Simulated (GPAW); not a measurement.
# InAs (F-43m) in GPAW: notebook, part 2 of 2

GPAW 26.7.0. The steps go on from the part before.

### Step 6. Equation of state, PBE

Contents of run.py:

```python
from ase import Atoms
from ase.eos import EquationOfState
from ase.io import Trajectory
from ase.units import GPa
from gpaw import GPAW, PW, setup_paths

setup_paths.insert(0, '.')

atoms = Atoms(['In', 'As'],
              cell=[[0.0, 3.018, 3.018],
                    [3.018, 0.0, 3.018],
                    [3.018, 3.018, 0.0]],
              scaled_positions=[[0.0, 0.0, 0.0],
                                [0.75, 0.75, 0.75]],
              pbc=True)

traj = Trajectory('eos.traj', 'w')
volumes, energies = [], []
for x in [0.94, 0.96, 0.98, 1.0, 1.02, 1.04, 1.06]:
    a = atoms.copy()
    a.set_cell(atoms.cell * x**(1 / 3), scale_atoms=True)
    calc = GPAW(mode=PW(600),
                xc='PBE',
                kpts={'size': (6, 6, 6), 'gamma': True},
                occupations={'name': 'fermi-dirac', 'width': 0.05},
                nbands=18,
                convergence={'density': 1e-05, 'energy': 1e-05},
                maxiter=150,
                txt=f'eos-{x:.2f}.txt')
    a.calc = calc
    energies.append(a.get_potential_energy(force_consistent=True))
    volumes.append(a.get_volume())
    p = -a.get_stress()[:3].mean() / GPa
    calc.write(f'eos-{x:.2f}.gpw')
    traj.write(a)
    print(f'{x:.2f} {volumes[-1]:10.4f} A^3 {energies[-1]:14.6f} eV {p:9.3f} GPa', flush=True)

v0, e0, B = EquationOfState(volumes, energies, eos='birchmurnaghan').fit()
print(f'V0 = {v0:.4f} A^3, E0 = {e0:.6f} eV, B0 = {B / GPa:.2f} GPa')
```

Potentials or basis: PAW data sets generated in the run's folder for this functional, pw.

The run is started by

```
$ gpaw-setup -f PBE As In
$ OMP_NUM_THREADS=1 python run.py
```

The program printed:

```text
__  _  _
 | _ |_)|_||  |
 |__||  | ||/\| - 26.7.0

Input parameters:
  mode=PW(ecut=600.0),
  convergence={'density': 1e-05, 'energy': 1e-05},
  kpts=MonkhorstPack(size=(6, 6, 6), gamma=True),
  maxiter=150,
  nbands=18,
  occupations=Occupations(name='fermi-dirac', width=0.05),
  xc=XC(name='PBE')

Diagonalizing LCAO Hamiltonian
Converting LCAO to pw mode

                     As

       In

Atoms  # Å, Bohr magnetons
|   | symbol |        x |        y |        z |    initial magnetic moments |
|---|--------|----------|----------|----------|-----------------------------|
| 0 |     In | 0.000000 | 0.000000 | 0.000000 | ( 0.0000,  0.0000,  0.0000) |
| 1 |     As | 4.465817 | 4.465817 | 4.465817 | ( 0.0000,  0.0000,  0.0000) |

Unit cell  # Å
| periodic |        x |        y |        z |  lengths |    angles |
|----------|----------|----------|----------|----------|-----------|
|      yes | 0.000000 | 2.977211 | 2.977211 | 4.210412 | 60.000000 |
|      yes | 2.977211 | 0.000000 | 2.977211 | 4.210412 | 60.000000 |
|      yes | 2.977211 | 2.977211 | 0.000000 | 4.210412 | 60.000000 |

Number of symmetries: 24
Symmetry operations  # r_c * U_cc + t_c -> r_c
|    | kind |            matrix            |
|----|------|------------------------------|
|  0 |  E   |  1, 0, 0,  0, 1, 0,  0, 0, 1 |
|  1 |  σ   |  1, 0, 0,  0, 0, 1,  0, 1, 0 |
|  2 |  σ   |  1, 0,-1,  0, 1,-1,  0, 0,-1 |
|  3 |  C3  |  1, 0,-1,  0, 0,-1,  0, 1,-1 |
|  4 |  C3  |  1,-1, 0,  0,-1, 1,  0,-1, 0 |
|  5 |  σ   |  1,-1, 0,  0,-1, 0,  0,-1, 1 |
|  6 |  σ   |  0, 1, 0,  1, 0, 0,  0, 0, 1 |
[... 131 lines left out ...]
  Fourier metric: weight=20.0, sigma=0.015

occupation numbers:
  Fermi-Dirac:
    width: 0.0500  # eV

poisson solver:
  ecut: 4800.0  # eV

xc functional:
  name: PBE with 2 nearest neighbor stencil

convergence criteria:
- Maximum integral of absolute [dens]ity change: 1e-05 electrons / valence electron
- Maximum [total energy] change in last 3 cyles: 1e-05 eV / valence electron
- Maximum integral of absolute [eigenst]ate change: 4e-08 eV^2 / valence electron
maximum number of iterations: 150

SCF iterations
|iter     | |      energy | eigst |  dens |
|---------|-|-------------|-------|-------|
|iter:   1| |   -8.038513 | -0.32 |       |
|iter:   2| |   -7.991703 | -2.35 | -1.17 |
|iter:   3| |   -7.809172 | -1.91 | -1.20 |
|iter:   4| |   -7.810334 | -3.29 | -1.80 |
|iter:   5| |   -7.810486 | -4.07 | -2.30 |
|iter:   6| |   -7.810515 | -5.64 | -3.12 |
|iter:   7| |   -7.810519c| -6.63 | -3.56 |
|iter:   8| |   -7.810519c| -8.16c| -4.59 |
|iter:   9| |   -7.810519c| -8.39c| -5.35c|

Converged in 9 steps
Energy contributions relative to reference atoms: (reference = -221478.395442)

Energy contributions:
  Kinetic:          31.070509
  Coulomb:         -28.000862
  Zero:              0.139456
  External:          0.000000
  Xc:              -11.019108
  Entropy:          -0.001027
  Spinorbit:         0.000000
  ----------------------------
  Free energy:      -7.811032
  Extrapolated:     -7.810519

dipole moment: (-16.798512, -16.798512, -16.798512)  # |e|*Ang

Fermi level: 5.420
Eigenvalues  # (at kpt = [0.000, 0.000, 0.000])
| band index |      eig [eV] | occ [0-2] |
|------------|---------------|-----------|
|          0 |        -9.061 |     2.000 |
|        ... |               |           |
|          2 |        -9.061 |     2.000 |
|          3 |        -8.915 |     2.000 |
|          4 |        -8.915 |     2.000 |
|          5 |        -6.820 |     2.000 |
|          6 |         5.351 |     1.597 |
|          7 |         5.351 |     1.597 |
[... 8 lines left out ...]
|         16 |        15.907 |     0.000 |
|         17 |        15.907 |     0.000 |

No gap
No difference between direct/indirect transitions

Stress tensor  # eV/Ang^3
|         x |         y |         z |
|-----------|-----------|-----------|
| -0.044321 | -0.000000 | -0.000000 |
| -0.000000 | -0.044321 |  0.000000 |
| -0.000000 |  0.000000 | -0.044321 |

# Writing to eos-0.96.gpw (mode='')
```

stdout:

```text
0.94    51.6792 A^3      -7.756205 eV     8.843 GPa
0.96    52.7787 A^3      -7.811032 eV     7.101 GPa
0.98    53.8783 A^3      -7.854550 eV     5.537 GPa
1.00    54.9778 A^3      -7.887814 eV     4.110 GPa
1.02    56.0774 A^3      -7.911751 eV     2.820 GPa
1.04    57.1770 A^3      -7.927260 eV     1.660 GPa
1.06    58.2765 A^3      -7.935219 eV     0.618 GPa
<dir> UserWarning: The minimum volume of your fit is not in your volumes.  You may not have a minimum in your dataset!
  warnings.warn(
V0 = 58.9917 A^3, E0 = -7.936607 eV, B0 = 50.66 GPa
```

It took 73 s on 1 thread of Arm Neoverse V1, shared host; peak memory 0.25 GiB.

Results:

* Equilibrium volume: 29.50 Å³/atom (rough: see the caveat)
* Bulk modulus: 51 GPa (rough)

Energy against volume, from the lowest point:
| volume (Å³/atom) | energy (meV/atom) |
| --- | --- |
| 25.840 | 89.51 |
| 26.389 | 62.09 |
| 26.939 | 40.33 |
| 27.489 | 23.70 |
| 28.039 | 11.73 |
| 28.588 | 3.98 |
| 29.138 | 0.00 |

Caveat: the minimum lies outside the volumes run.

### Step 7. Against experiment

Step 2. Measured gap of InAs: 0.418 eV (direct; 4.2 K; a printed reference work, data compilation). This calculation gives 0.00 eV (-0.42 eV). The value is that of revPBE, without temperature or zero-point motion. Semilocal functionals fall short of measured gaps as a rule.
